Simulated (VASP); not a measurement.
# A VASP 6.6.1 single-point calculation on Si

INCAR

```
ALGO = Normal
ISIF = 2
PREC = Accurate
NBANDS = 11
LCHARG = .FALSE.
IBRION = -1
ENCUT = 520
METAGGA = R2SCAN
LWAVE = .FALSE.
NELM = 120
LREAL = .FALSE.
LASPH = .TRUE.
EDIFF = 1E-7
NSW = 0
SIGMA = 0.1
ISMEAR = -5
```

KPOINTS

```
KPOINTS created by Atomic Simulation Environment
0
Gamma
8 8 8
0 0 0
```

POSCAR

```
Si
 1.0000000000000000
     0.0000000000000000    2.7221188956232685    2.7221188956232685
     2.7221188956232685    0.0000000000000000    2.7221188956232685
     2.7221188956232685    2.7221188956232685    0.0000000000000000
 Si
   2
Cartesian
  0.0000000000000000 -0.0000000000000000  0.0000000000000000
  1.3610594478116342  1.3610594478116342  1.3610594478116342
```

The recommended PBE PAW datasets give the neutral cell 8 valence electrons.

Command

```
mpirun -np 1 vasp_std
```

OSZICAR

```
N       E                     dE             d eps       ncg     rms          rms(c)
DAV:   1    -0.121374267695E+01   -0.12137E+01   -0.33921E+03   638   0.587E+02
DAV:   2    -0.181859362910E+02   -0.16972E+02   -0.16477E+02   886   0.858E+01
DAV:   3    -0.187105670867E+02   -0.52463E+00   -0.52279E+00   821   0.124E+01
DAV:   4    -0.187144102914E+02   -0.38432E-02   -0.38429E-02   770   0.133E+00
DAV:   5    -0.187144431306E+02   -0.32839E-04   -0.32839E-04   785   0.116E-01    0.599E+00
DAV:   6    -0.175498689204E+02    0.11646E+01   -0.13232E-01   704   0.213E+00    0.411E+00
DAV:   7    -0.175479066280E+02    0.19623E-02   -0.14601E-01   689   0.186E+00    0.305E-01
DAV:   8    -0.175469992832E+02    0.90734E-03   -0.57555E-03   722   0.420E-01    0.404E-01
DAV:   9    -0.175471237334E+02   -0.12445E-03   -0.32506E-04   743   0.142E-01    0.413E-02
DAV:  10    -0.175471372248E+02   -0.13491E-04   -0.69196E-06   737   0.194E-02    0.130E-02
DAV:  11    -0.175471407180E+02   -0.34932E-05   -0.13917E-06   749   0.787E-03    0.309E-03
DAV:  12    -0.175471407195E+02   -0.15332E-08   -0.62090E-08   526   0.160E-03
   1 F= -.17547141E+02 E0= -.17547141E+02  d E =0.000000E+00
```

From OUTCAR

```
k-points           NKPTS =     29   k-points in BZ     NKDIM =     29   number of bands    NBANDS=     11

   NELECT =       8.0000    total number of electrons

   dimension x,y,z NGX =    30 NGY =   30 NGZ =   30
   dimension x,y,z NGXF=    60 NGYF=   60 NGZF=   60

  energy-cutoff  :      520.00
  volume of cell :       40.34
      direct lattice vectors                 reciprocal lattice vectors
     0.000000000  2.722118896  2.722118896    -0.183680441  0.183680441  0.183680441
     2.722118896  0.000000000  2.722118896     0.183680441 -0.183680441  0.183680441
     2.722118896  2.722118896  0.000000000     0.183680441  0.183680441 -0.183680441

 k-points in reciprocal lattice and weights: KPOINTS created by Atomic Simulation Env
   0.00000000  0.00000000  0.00000000       0.002
   0.12500000  0.00000000  0.00000000       0.016
   0.25000000  0.00000000  0.00000000       0.016
   0.37500000  0.00000000  0.00000000       0.016
   0.50000000  0.00000000  0.00000000       0.008
   0.12500000  0.12500000  0.00000000       0.012
   0.25000000  0.12500000  0.00000000       0.047
   0.37500000  0.12500000  0.00000000       0.047
   ...

 E-fermi :   5.7068

 k-point     1 :       0.0000    0.0000    0.0000
  band No.  band energies     occupation
      1      -6.8102      2.00000
      2       5.6630      2.00000
      3       5.6630      2.00000
      4       5.6630      2.00000
      5       8.4178      0.00000
      6       8.4178      0.00000
      7       8.4178      0.00000
      8       9.5602      0.00000
      9      13.7856      0.00000
     10      13.7856      0.00000
     11      14.3310      0.00000

 k-point     2 :       0.1250    0.0000    0.0000
  band No.  band energies     occupation
      1      -6.5967      2.00000
      2       4.0300      2.00000
      3       5.3601      2.00000
      4       5.3601      2.00000
      5       8.4452      0.00000
      6       8.8643      0.00000
      7       8.8643      0.00000
      8      10.8735      0.00000
      9      13.3101      0.00000
     10      13.3101      0.00000
     11      15.1188      0.00000

 k-point     3 :       0.2500    0.0000    0.0000
  band No.  band energies     occupation
      1      -5.9740      2.00000
      2       1.6067      2.00000
      3       4.8632      2.00000
      4       4.8632      2.00000
      5       8.0059      0.00000
      6       9.4158      0.00000
      7       9.4158      0.00000
      8      13.1562      0.00000
      9      13.2875      0.00000
     10      13.2875      0.00000
     11      15.3409      0.00000

 k-point     4 :       0.3750    0.0000    0.0000
  band No.  band energies     occupation
      1      -5.0407      2.00000
      2      -0.5028      2.00000
      3       4.5160      2.00000
      4       4.5160      2.00000
      5       7.6474      0.00000
      6       9.3673      0.00000
      7       9.3673      0.00000
      8      14.1451      0.00000
      9      14.7540      0.00000
     10      14.7540      0.00000
     11      16.0686      0.00000

 k-point     5 :       0.5000    0.0000    0.0000
  band No.  band energies     occupation
      1      -4.3769      2.00000
      2      -1.5686      2.00000
      3       4.3969      2.00000
      4       4.3969      2.00000
      5       7.5196      0.00000
      6       9.2539      0.00000
      7       9.2539      0.00000
      8      13.9895      0.00000
      9      16.8056      0.00000
     10      16.8056      0.00000
     11      17.7079      0.00000

 ...

  Total       -0.0578009     -0.0578009     -0.0578009      0.0000000      0.0000000      0.0000000
  in kB       -2.2955872     -2.2955872     -2.2955872      0.0000000      0.0000000      0.0000000
  external PRESSURE =      -2.2955872 kB  Pullay stress =       0.0000000 kB

 POSITION                                       TOTAL-FORCE (eV/Angst)
 -----------------------------------------------------------------------------------
      0.00000      0.00000      0.00000         0.000000     -0.000000      0.000000
      1.36106      1.36106      1.36106        -0.000000      0.000000     -0.000000
 -----------------------------------------------------------------------------------
    total drift:                               -0.000000     -0.000000     -0.000000

  FREE ENERGIE OF THE ION-ELECTRON SYSTEM (eV)
  ---------------------------------------------------
  free  energy   TOTEN  =       -17.5471407195 eV

  energy  without entropy=      -17.5471407195  energy(sigma->0) =      -17.54714072
```

It converged. Results: gap between bands v and c on the k mesh 0.83 eV; least direct gap on the k mesh 2.75 eV; pressure -0.2 GPa. Band v is the last that the valence electrons fill when counted band by band, and c is the next.

For comparison, a separate r²SCAN run of the intended cell, on usual settings and not on those above, gives a gap of 0.83 eV on its mesh and a pressure of -0.2 GPa.

The run above took about 40 s on one core of a shared host (Intel Xeon Platinum 8488C) and held 0.16 GiB at most.
